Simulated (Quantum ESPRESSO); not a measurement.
# GaN/Ga(1-x)Al(x)N (10-10) interfaces, on the lattice of GaN, stepped through the share x of Al, part 4 of 9

What law, if any, do the results for GaN/Ga(1-x)Al(x)N (10-10) interfaces, on the lattice of GaN follow against the share x of Al?

Quantum ESPRESSO 7.5; plane-wave DFT, LDA, GBRV ultrasoft pseudopotentials.

So far. Step 2 (Relaxing cell and ions of the reference):  The last row is no step: it is a fresh SCF in the final cell with a new plane-wave basis, +2 meV from the row before. Step 5 (Relaxing cell and ions, 0.25):  The last row is no step: it is a fresh SCF in the final cell with a new plane-wave basis, +3 meV from the row before.

### 6. Ground state, 0.25

The input, m0.bulk.in:

```
&control
  prefix = 'm0.bulk'
  outdir = './out'
  pseudo_dir = './pseudo'
  calculation = 'scf'
  tprnfor = .true.
/
&system
  ibrav = 0
  nat = 8
  ntyp = 3
  ecutwfc = 40
  ecutrho = 200
  occupations = 'smearing'
  smearing = 'fd'
  degauss = 0.002
  nbnd = 44
/
&electrons
  conv_thr = 1e-09
  mixing_beta = 0.4
  electron_maxstep = 120
/
ATOMIC_SPECIES
  Al  26.9815  al_lda_v1.uspp.F.UPF
  N   14.0070  n_lda_v1.2.uspp.F.UPF
  Ga  69.7230  ga_lda_v1.4.uspp.F.UPF
CELL_PARAMETERS angstrom
  3.15391494600000 0.00000000000000 0.00000000000000
  0.00000000000000 5.14194925300000 0.00000000000000
  0.00000000000000 0.00000000000000 5.40952616400000
ATOMIC_POSITIONS crystal
  Al  0.500000000000 0.499625401400 0.167737433000
  N   0.500000000000 0.867908939300 0.168017274100
  Ga  0.000000000000 0.001161310600 0.331112216300
  N   0.000000000000 0.381048342000 0.325806767800
  Ga  0.000000000000 0.500306753600 0.666733011200
  N   0.000000000000 0.878200440900 0.666942930900
  Ga  0.500000000000 0.000930747200 0.834485600900
  N   0.500000000000 0.378818065100 0.839164766000
K_POINTS automatic
  10 6 6 0 0 0
```

Run with:

```console
$ OMP_NUM_THREADS=1 mpirun -n 4 pw.x -nk 4 -in m0.bulk.in > m0.bulk.out
```

The program printed:

```text
[banner, memory and clock lines left out]
Program PWSCF v.7.5 starts
[citation notice left out]

[...]
Message from routine setup:
[...]
bravais-lattice index     =            0
     lattice parameter (alat)  =       5.9600  a.u.
     unit-cell volume          =     592.0162 (a.u.)^3
     number of atoms/cell      =            8
     number of atomic types    =            3
     number of electrons       =        80.00
     number of Kohn-Sham states=           44
     kinetic-energy cutoff     =      40.0000  Ry
     charge density cutoff     =     200.0000  Ry
     scf convergence threshold =      1.0E-09
     mixing beta               =       0.4000
     number of iterations used =            8  plain     mixing
     Exchange-correlation=  SLA  PZ   NOGX NOGC
                           (   1   1   0   0   0   0   0)

[...]
PseudoPot. # 1 for Al read from file:
     ./pseudo/al_lda_v1.uspp.F.UPF
     Pseudo is Ultrasoft + core correction, Zval =  3.0
     Generated by new atomic code, or converted to UPF format
     Using radial grid of  893 points,  3 beta functions with:
                l(1) =   0
                l(2) =   1
                l(3) =   2
     Q(r) pseudized with  8 coefficients,  rinner =    0.900   0.900   0.900
                                                       0.900   0.900

     PseudoPot. # 2 for N  read from file:
     ./pseudo/n_lda_v1.2.uspp.F.UPF
     Pseudo is Ultrasoft + core correction, Zval =  5.0
     Generated by new atomic code, or converted to UPF format
     Using radial grid of  729 points,  4 beta functions with:
                l(1) =   0
                l(2) =   0
                l(3) =   1
                l(4) =   1
     Q(r) pseudized with  8 coefficients,  rinner =    0.900   0.900   0.900

     PseudoPot. # 3 for Ga read from file:
     ./pseudo/ga_lda_v1.4.uspp.F.UPF
     Pseudo is Ultrasoft + core correction, Zval = 19.0
     Generated by new atomic code, or converted to UPF format
     Using radial grid of  871 points,  6 beta functions with:
                l(1) =   0
                l(2) =   0
                l(3) =   1
                l(4) =   1
                l(5) =   2
                l(6) =   2
     Q(r) pseudized with  8 coefficients,  rinner =    1.250   1.250   1.250
                                                       1.250   1.250

     atomic species   valence    mass     pseudopotential
     Al                3.00    26.98150     Al( 1.00)
     N                 5.00    14.00700     N ( 1.00)
     Ga               19.00    69.72300     Ga( 1.00)

      2 Sym. Ops. (no inversion) found

[...]
number of k points=   120  Fermi-Dirac smearing, width (Ry)=  0.0020

     Number of k-points >= 100: set verbosity='high' to print them.

     Dense  grid:    28343 G-vectors     FFT dimensions: (  27,  45,  48)

     Smooth grid:    20185 G-vectors     FFT dimensions: (  24,  40,  45)

     Check: negative core charge=   -0.000001

     Initial potential from superposition of free atoms

     starting charge      76.9978, renormalised to      80.0000
     Starting wfcs are   56 randomized atomic wfcs

     per-process dynamical memory:    83.0 Mb

     Self-consistent Calculation

     iteration #  1     ecut=    40.00 Ry     beta= 0.40
     Davidson diagonalization with overlap
     ethr =  1.00E-02,  avg # of iterations =  2.4

     total energy              =   -1328.32587101 Ry
     estimated scf accuracy    <      13.01269460 Ry

     iteration #  2     ecut=    40.00 Ry     beta= 0.40
[...]
total energy              =   -1332.59483372 Ry
     estimated scf accuracy    <       0.90122007 Ry

     iteration #  3     ecut=    40.00 Ry     beta= 0.40
[...]
total energy              =   -1332.64889729 Ry
     estimated scf accuracy    <       0.08580051 Ry

     iteration #  4     ecut=    40.00 Ry     beta= 0.40
[...]
total energy              =   -1332.66253296 Ry
     estimated scf accuracy    <       0.00861396 Ry

     iteration #  5     ecut=    40.00 Ry     beta= 0.40
[...]
total energy              =   -1332.66284549 Ry
     estimated scf accuracy    <       0.00273528 Ry

     iteration #  6     ecut=    40.00 Ry     beta= 0.40
[...]
total energy              =   -1332.66265952 Ry
     estimated scf accuracy    <       0.00068862 Ry

[...]
iteration #  9     ecut=    40.00 Ry     beta= 0.40
[...]
total energy              =   -1332.66289275 Ry
     estimated scf accuracy    <       0.00000014 Ry

     iteration # 10     ecut=    40.00 Ry     beta= 0.40
[...]
total energy              =   -1332.66289279 Ry
     estimated scf accuracy    <       0.00000002 Ry

     iteration # 11     ecut=    40.00 Ry     beta= 0.40
[...]
total energy              =   -1332.66289280 Ry
     estimated scf accuracy    <       0.00000001 Ry

     iteration # 12     ecut=    40.00 Ry     beta= 0.40
[...]
End of self-consistent calculation

     Number of k-points >= 100: set verbosity='high' to print the bands.

     the Fermi energy is    11.5551 ev

!    total energy              =   -1332.66289280 Ry
     estimated scf accuracy    <          6.4E-10 Ry
     smearing contrib. (-TS)   =      -0.00000000 Ry
     internal energy E=F+TS    =   -1332.66289280 Ry

     The total energy is F=E-TS. E is the sum of the following terms:
     one-electron contribution =   -1112.08750606 Ry
     hartree contribution      =     597.82602711 Ry
     xc contribution           =    -169.51891313 Ry
     ewald contribution        =    -648.88250072 Ry

     convergence has been achieved in  12 iterations

     Forces acting on atoms (cartesian axes, Ry/au):

     atom    1 type  1   force =     0.00000000   -0.00043282   -0.00009237
     atom    2 type  2   force =     0.00000000   -0.00017349   -0.00000865
     atom    3 type  3   force =     0.00000000   -0.00004336    0.00031115
     atom    4 type  2   force =     0.00000000   -0.00004032    0.00013432
     atom    5 type  3   force =     0.00000000    0.00027101   -0.00020642
     atom    6 type  2   force =     0.00000000    0.00003071    0.00019125
     atom    7 type  3   force =     0.00000000    0.00016198   -0.00007518
     atom    8 type  2   force =     0.00000000    0.00022629   -0.00025411

     Total force =     0.000804     Total SCF correction =     0.000073

[...]
```

Elapsed: 80 s, on 4 MPI ranks of Arm Neoverse V1, shared host; peak memory 0.53 GiB; 5.3 min of CPU time.

Numbers from this step:

* free energy: -18131.8024 eV
* Fermi energy: 11.56 eV
* valence top, on the run's zero: 9.976 eV
* conduction bottom, on the run's zero: 12.49 eV
* gap by band count: 2.513 eV

### 7. Potential by pp.x, 0.25

The input, m0.bulk.pot.in:

```
&inputpp
  prefix = 'm0.bulk'
  outdir = './out'
  filplot = 'm0.bulk.pot.dat'
  plot_num = 11
/
```

Run with:

```console
$ OMP_NUM_THREADS=1 mpirun -n 4 pp.x -in m0.bulk.pot.in > m0.bulk.pot.out
```

The program printed:

```text
[banner, memory and clock lines left out]
Program POST-PROC v.7.5 starts

          URL

     ./out/m0.bulk.save/

     IMPORTANT: XC functional enforced from input :
     Exchange-correlation= PZ
                           (   1   1   0   0   0   0   0)
     Any further DFT definition will be discarded
     Please, verify this is what you really want

     Check: negative core charge=   -0.000001

     Calling punch_plot, plot_num =  11
     Writing data to file  m0.bulk.pot.dat
     Message from routine chdens:
     namelist plot not found or invalid, exiting
```

Run time: 0.87 s. Hardware: 4 MPI ranks; peak memory 0.09 GiB.

Electrostatic potential energy of an electron; zero at the highest filled level of the SCF mesh. Table of potential energy, planar mean by z:

```tsv
z (Å)	potential energy, planar mean (eV)
0.00	1.04
0.11	0.839
0.34	-1.07
0.45	-2.76
0.56	-4.85
0.68	-7.00
0.90	-9.85
1.01	-10.2
1.13	-10.0
1.24	-9.69
1.47	-10.1
1.58	-10.6
1.69	-10.8
1.92	-9.13
2.03	-7.27
2.14	-5.10
2.25	-2.99
2.48	0.0885
2.59	0.898
2.70	1.14
2.82	0.813
3.04	-1.50
3.16	-3.38
3.27	-5.56
3.38	-7.69
3.61	-10.3
3.72	-10.5
3.83	-10.2
4.06	-9.44
4.17	-9.58
4.28	-10.0
4.40	-10.4
4.62	-9.56
4.73	-8.01
4.85	-5.92
4.96	-3.69
5.18	-0.238
5.30	0.689
```

[end of part 4 of 9]

[Logs are printed without paths, hosts, clocks, repeated set-up lines and the standing remarks that a program may print on its own settings, such as how far it seeks lower states.]

[Hosts, paths, dates, database ids (printed as entryN), source tags and the programs' standing remarks are cut or masked in the printed files.]

[Maps of the electrostatic potential energy from Ansatz leave out the sawtooth potential of an applied field or a dipole correction, so their vacuum need not be flat; planar profiles and work functions include it.]
